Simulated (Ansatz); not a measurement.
The system is TaN.

```xyz
4
Lattice="3.3991 0.0000 0.0000 0.0000 3.3991 0.0000 0.0000 0.0000 4.9770" Properties=species:S:1:pos:R:3 pbc="T T T"
Ta    0.0000    0.0000    0.0000
Ta    1.6996    1.6996    0.0000
N     1.6996    0.0000    1.3288
N     0.0000    1.6996    3.6481
```

The cell was built by a generator and needn't be a form met in nature.

| Item | Value |
| --- | --- |
| Program | Ansatz 0.2.0 |
| Task | relaxation of cell and atoms |
| Functional | LDA |
| Potentials or basis | Ansatz PAW |
| Cutoff | 420 eV (not typed: the program's choice for these potentials) |
| k mesh | 8 × 8 × 6 |
| Occupations | fermi-dirac, width 0.05 eV |
| Spin | no spin polarisation |
| Hubbard terms | Ta d U = 2 eV |

At the start: volume 14.38 Å³/atom.

How do energy, volume and symmetry change on relaxing?

It ends after 21 steps and the volume is 12.83 Å³/atom (-10.7 %); space group P4/mmm (No. 123, to 0.05 Å).

Step by step:
```tsv
step	energy change (eV)	largest force (eV/Å)	volume (Å³)
1	0.0000	3.4299	57.50
2	-2.2829	2.7448	61.86
3	-3.7898	1.2036	65.04
4	-4.2867	0.9597	66.25
5	-4.6452	0.9533	65.06
6	-4.9808	0.8610	62.94
7	-5.3793	0.5373	60.29
8	-5.7595	0.4897	57.02
9	-6.1456	0.5862	53.66
10	-6.3703	0.5834	50.39
11	-6.4510	0.6478	50.44
12	-6.5663	0.4419	50.58
13	-6.6210	0.0335	50.52
14	-6.6220	0.0028	50.78
15	-6.6221	0.0004	50.75
16	-6.8989	0.0004	50.75
17	-6.9104	0.0000	51.26
18	-6.9104	0.0000	51.31
19	-6.9122	0.0000	51.31
20	-6.9122	0.0000	51.32
21	-6.9122	0.0000	51.32
```

Final structure:
```
CELL_PARAMETERS angstrom
4.14158 0.00000 0.00000
0.00000 4.14158 0.00000
0.00000 0.00000 2.99223
ATOMIC_POSITIONS crystal
Ta 0.00000 0.00000 0.00000
Ta 0.50000 0.50000 0.00000
N 0.50000 0.00000 0.00000
N 0.00000 0.50000 0.00000
```

Caveat: the electronic state changed during the relaxation; the plane-wave basis is chosen anew once the cell has moved, so the energies of steps on either side of that aren't comparable; the pressure holds a Pulay correction of +0.5 GPa for the finite cutoff; U without spin polarisation on a metal has little footing; the PAW data sets come from PBE, with cores solved anew for the run's functional, which leaves a small shift of forces and pressure.
